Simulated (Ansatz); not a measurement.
# PbS: the cost of one run

Program: Ansatz 0.2.0. Level of theory: DFT PBE, scalar-relativistic. These are calculated values, not measurements.

1 further run of the same task is left out (it didn't finish). Runs told in other sessions of the task aren't counted.

### Step 1. Starting point

The structure is cubic, space group Fm-3m (No. 225). The conventional cell has a = 5.930 Å, b = 5.930 Å, c = 5.930 Å, α = 90.00°, β = 90.00°, γ = 90.00°. Around Pb (site symmetry m-3m) lie 6 S at 2.97 Å. S (site symmetry m-3m) is surrounded by 6 Pb at 2.97 Å.

As a file:

```cif
data_structure
_symmetry_space_group_name_H-M 'P 1'
_symmetry_Int_Tables_number 1
_cell_length_a 4.1931
_cell_length_b 4.1931
_cell_length_c 4.1931
_cell_angle_alpha 60.000
_cell_angle_beta 60.000
_cell_angle_gamma 60.000
_cell_volume 52.13
loop_
_atom_site_label
_atom_site_type_symbol
_atom_site_fract_x
_atom_site_fract_y
_atom_site_fract_z
_atom_site_occupancy
Pb1 Pb 0.00000 0.00000 0.00000 1
S1 S 0.50000 0.50000 0.50000 1
```

Atoms are numbered in the order of the input: Pb1, S2.

### Step 2. After the deformation

Space group Fm-3m before, I4/mmm after.

### Step 3. All-electron LAPW

input.yaml reads:

```yaml
crystal:
  lattice:
    - [0.0, 2.935787465, 3.0243]
    - [2.935787465, 0.0, 3.0243]
    - [2.935787465, 2.935787465, 0.0]
  atoms:
    - { symbol: Pb, position: [0.0, 0.0, 0.0] }
    - { symbol: S, position: [0.5, 0.5, 0.5] }
kpoints:
  mp_grid: { grid: [8, 8, 8] }
scf:
  occupations: { method: fermi_dirac, width: 0.01 }
hamiltonian:
  xc: pbe
  pseudopotentials: { kind: all_electron, lapw: { basis_error: 0.0005 } }
output:
  forces: true
  stress: true
  eigenvalues: true
```

The run is started by

```console
$ ansatz run input.yaml --threads 1 --pin off --max-ram 2048MiB --backend cpu --events-out ev --progress --plain --runs-dir out
```

What time and memory should one allow on 1 thread of Arm Neoverse V1, shared host?

About 17 s, with a peak of 0.36 GiB.
